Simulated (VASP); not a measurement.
Here is a VASP 6.6.1 calculation.

INCAR

```
PREC = Accurate ; ENCUT = 700
EDIFF = 1E-7 ; ISMEAR = 0
SIGMA = 0.02 ; LREAL = False
LASPH = True ; NELM = 120
ALGO = Fast ; ISIF = 2
LWAVE = False ; LCHARG = False
ISPIN = 2 ; MAGMOM = 2 0
LORBIT = 11 ; LMAXMIX = 4
GGA = PE ; NBANDS = 19
```

Contents of KPOINTS:

```
regular mesh
0
Gamma
  9 9 9
```

Contents of POSCAR:

```
NiO
1.0
    1.4381403700      0.8303107300      2.3308059600
   -1.4381403700      0.8303107300      2.3308059600
    0.0000000000     -1.6606214600      2.3308059600
Ni O
1 1
Direct
    1.0000000000      0.0000000000      0.0000000000
    0.5000000000      0.5000000000      0.5000000000
```

Potentials or basis: VASP PAW PBE potentials, release 64 (Ni, O).

The run is started by

```console
$ cat potpaw_PBE.64/Ni/POTCAR potpaw_PBE.64/O/POTCAR > POTCAR
$ mpirun -np 1 vasp_std > vasp.out
```

Estimate the pressure.

22.3 GPa.

Estimate the site moments.

Ni +1.06; O +0.17 μB.

Stress tensor (GPa, compression positive):
```
22.12  0.00  0.00
 0.00 22.12  0.00
 0.00  0.00 22.76
```

Caveat: so large a pressure means that the cell lies far from this level's equilibrium, or that cutoff or potentials fall short; a cell with one magnetic atom can't hold antiferromagnetic order, which such compounds often take.
